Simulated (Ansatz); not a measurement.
# Ca: the cost of one run

Method: DFT PBE, scalar-relativistic, plane waves, PAW, in Ansatz 0.2.0.

## Step 1: The structure to begin with

It takes space group P4/mbm (No. 127, tetragonal). Conventional cell: a = 9.574 Å, b = 9.574 Å, c = 3.511 Å, α = 90.00°, β = 90.00°, γ = 90.00°. Around Ca (site symmetry m2m) lie 4 Ca at 3.51 to 3.53 Å. Around Ca (site symmetry 4/m) lie 6 Ca at 3.51 to 3.53 Å.

As a file:

```xyz
6
Lattice="9.5740 0.0000 0.0000 0.0000 9.5740 0.0000 0.0000 0.0000 3.5106" Properties=species:S:1:pos:R:3 pbc="T T T"
Ca    1.6926    3.0943    0.0000
Ca    3.0943    7.8813    0.0000
Ca    7.8813    6.4796    0.0000
Ca    6.4796    1.6926    0.0000
Ca    0.0000    0.0000    0.0000
Ca    4.7870    4.7870    0.0000
```

Recipe of the guess: 4-, 6-connected net of one element (P4/mbm, No. 127). Lengths come from tabulated atomic sizes and are only a guess.

## Step 2: A first look at the guess

The input, input.yaml:

```yaml
crystal:
  lattice:
    - [9.57395321, 0.0, 0.0]
    - [0.0, 9.57395321, 0.0]
    - [0.0, 0.0, 3.51062019]
  atoms:
    - { symbol: Ca, position: [0.17679539, 0.32320461, 0.0] }
    - { symbol: Ca, position: [0.32320461, 0.82320461, 0.0] }
    - { symbol: Ca, position: [0.82320461, 0.67679539, 0.0] }
    - { symbol: Ca, position: [0.67679539, 0.17679539, 0.0] }
    - { symbol: Ca, position: [0.0, 0.0, 0.0] }
    - { symbol: Ca, position: [0.5, 0.5, 0.0] }
basis:
  ecutwfc: 420
kpoints:
  mp_grid: { grid: [2, 2, 6] }
hamiltonian:
  xc: pbe
scf:
  occupations: { method: gaussian, width: 0.1 }
  lower_state_search: "off"
output:
  forces: true
  stress: true
  eigenvalues: true
```

Run with:

```
> ansatz run input.yaml --threads 1 --pin off --max-ram 2560MiB --backend cpu --events-out ev --progress --plain --runs-dir out
```

What time and memory should one allow on 1 thread of Arm Neoverse V1, shared host?

About 6.5 s, with a peak of 0.45 GiB.
